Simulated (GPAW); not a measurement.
Runs of GPAW 26.7.0 on ZnS. It takes space group F-43m (No. 216, cubic). Conventional cell: a = 5.404 Å, b = 5.404 Å, c = 5.404 Å, α = 90.00°, β = 90.00°, γ = 90.00°. Zn (site symmetry -43m) has 4 S at 2.34 Å as nearest neighbours. S (site symmetry -43m) is surrounded by 4 Zn at 2.34 Å. 

```tsv
task	level	potentials or basis	cell	k mesh	cutoff (eV)	smearing	optimizer	fmax	max steps	convergence	supercell	gap on the mesh (eV)	pressure (GPa)	V0 of scaled cells (Å³/atom)	relaxed volume (Å³/atom)	B0 (GPa)
relaxation of cell and atoms	PBE	GPAW PAW data sets (gpaw-data 1.2.1), pw	relaxed	9 × 9 × 9	600	fermi-dirac 0.05 eV	BFGS	0.02 eV/Å	100	density=1e-05 forces=0.0001	-	(a)	0.0	-	20.16	-
phonons	r2SCAN	GPAW PAW data sets (gpaw-data 1.2.1), newer versions, pw	relaxed	9 × 9 × 9	510	fermi-dirac 0.05 eV	-	-	-	density=1e-06 eigenstates=1e-09	1 × 1 × 1	2.74	0.0	-	-	-
relaxation of cell and atoms	LDA	the program's PAW data sets (release 1.2.1) made for this functional, pw	relaxed	9 × 9 × 9	600	fermi-dirac 0.05 eV	BFGS	0.05 eV/Å	100	density=1e-05 forces=0.0001	-	2.17	0.4	-	18.40	-
band structure	SCAN	GPAW PAW data sets (gpaw-data 1.2.1), pw	as given	7 × 7 × 7	600	fermi-dirac 0.05 eV	-	-	-	-	-	(b)	-1.5	-	-	-
band structure	r2SCAN	GPAW PAW data sets (gpaw-data 1.2.1), pw	as given	7 × 7 × 7	600	fermi-dirac 0.05 eV	-	-	-	-	-	2.67	-1.1	-	-	-
equation of state	PBEsol	PAW data sets generated in the run's folder for this functional, pw	as given	9 × 9 × 9	600	fermi-dirac 0.05 eV	-	-	-	-	-	-	-	19.22	-	79
equation of state	PBE	GPAW PAW data sets (gpaw-data 1.2.1), pw	as given	7 × 7 × 7	600	fermi-dirac 0.05 eV	-	-	-	-	-	-	-	(c)	-	70
equation of state	vdW-DF-cx	GPAW PAW data sets (gpaw-data 1.2.1), pw	as given	7 × 7 × 7	600	fermi-dirac 0.05 eV	-	-	-	-	-	-	-	19.86	-	73
band structure	rSCAN	GPAW PAW data sets (gpaw-data 1.2.1), pw	as given	7 × 7 × 7	600	fermi-dirac 0.05 eV	-	-	-	-	-	2.65	-1.2	-	-	-
relaxation of cell and atoms	revPBE+D3(BJ)	the program's PAW data sets (release 1.2.1) made for this functional, pw	relaxed	9 × 9 × 9	600	fermi-dirac 0.05 eV	LBFGS	0.05 eV/Å	40	density=1e-05 forces=0.0001	-	2.34	0.1	-	19.20	-
band structure	SOGGA	PAW data sets generated in the run's folder for this functional, pw	as given	7 × 7 × 7	600	fermi-dirac 0.05 eV	-	-	-	-	-	1.96	-2.2	-	-	-
single point	PBEsol	PAW data sets generated in the run's folder for this functional, pw	as given	9 × 9 × 9	600	gaussian 0.1 eV	-	-	-	-	-	1.97	-2.0	-	-	-
```

Alike in all rows: no spin polarisation.

**Question.** Fill in the values left out.

**Answer.** (a) 2.01; (b) 2.60; (c) 20.18.

Caveats: an odd mesh through Γ misses points on the zone boundary, where band edges often lie (some runs); the PAW data sets were made with another functional, which shifts forces and pressure a little (some runs); later steps reuse the first step's grids (some runs); the cutoff is short for stress and forces, so pressures can be off by a GPa or more (some runs); the LO-TO splitting is left out (some runs).

Not every run made on this cell is shown here.
